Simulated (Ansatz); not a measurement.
In doubt: masses and optical values from hybrid runs of this build are listed as unsure (in some of the runs), which bears on the screening that GW takes from such a start.

Consider Ta3N5 (Cmcm).

The structure is orthorhombic, space group Cmcm (No. 63). Conventional cell: a = 3.886 Å, b = 10.212 Å, c = 10.262 Å, α = 90.00°, β = 90.00°, γ = 90.00°. Nearest to Ta lie 6 N at 2.04 to 2.14 Å. Nearest to Ta lie 6 N at 1.96 to 2.24 Å. Nearest to N lie 4 Ta at 2.06 to 2.22 Å. Nearest to N lie 3 Ta at 1.96 to 2.04 Å. N has 4 Ta at 2.03 to 2.24 Å nearest. Farther neighbours and most contacts between anions are not listed.

```xyz
16
Lattice="1.9431 -5.1059 0.0000 1.9431 5.1059 0.0000 0.0000 0.0000 10.2624" Properties=species:S:1:pos:R:3 pbc="T T T"
Ta    1.9431   -3.0932    2.5656
Ta    1.9431    3.0932    7.6968
Ta    1.9431   -3.7319    5.7373
Ta    1.9431    3.7319    0.6061
Ta    1.9431    3.7319    4.5251
Ta    1.9431   -3.7319    9.6563
N     1.9431    2.6879    2.5656
N     1.9431   -2.6879    7.6968
N     1.9431   -4.6258    1.2263
N     1.9431    4.6258    6.3575
N     1.9431    4.6258    9.0361
N     1.9431   -4.6258    3.9049
N     1.9431   -1.9543    0.7572
N     1.9431    1.9543    5.8884
N     1.9431    1.9543    9.5052
N     1.9431   -1.9543    4.3740
```

The cell and positions come from the Crystallography Open Database and are kept as given unless a step says otherwise. Spin-orbit coupling is left out unless a run names it. PAW set soft_2, made with PBE.

Gaps computed with Ansatz 0.2.0 without a self-energy: HSE06 2.21 eV, r2SCAN 1.55 eV and PBE0 2.91 eV.

Q: Estimate the G0W0@HSE06 gap with 4×4×2 mesh, 1024 empty bands, screening to 170 eV, default PAW files.

About 2.15 eV: on its mesh the run moves the gap from 2.23 eV by −0.06 eV, and the mesh misses the edges by 0.02 eV. Among the scalar-relativistic levels given, HSE06 is nearest (+0.06 eV). Bands and cutoff are finite, so the gap is not at the basis limit. The miss can reach some tenths of an eV and take either sign; the mesh is an error of its own. The many-body steps are scalar-relativistic: spin-orbit coupling is not in them.

[Paths, hosts, dates, memory and timing lines, banners, echoed tables and standing remarks are left out of the program output.]

[Logs are printed without paths, hosts, clocks, repeated set-up lines and the standing remarks that a program may print on its own settings, such as how far it seeks lower states.]

[Runs of the session that timed out or met a known fault of the program may be left out.]

[Cells called generated may have been cut or substituted from an entry of the Crystallography Open Database or the Materials Project.]

[Hosts, paths, dates, database ids (printed as entryN), source tags and the programs' standing remarks are cut or masked in the printed files.]
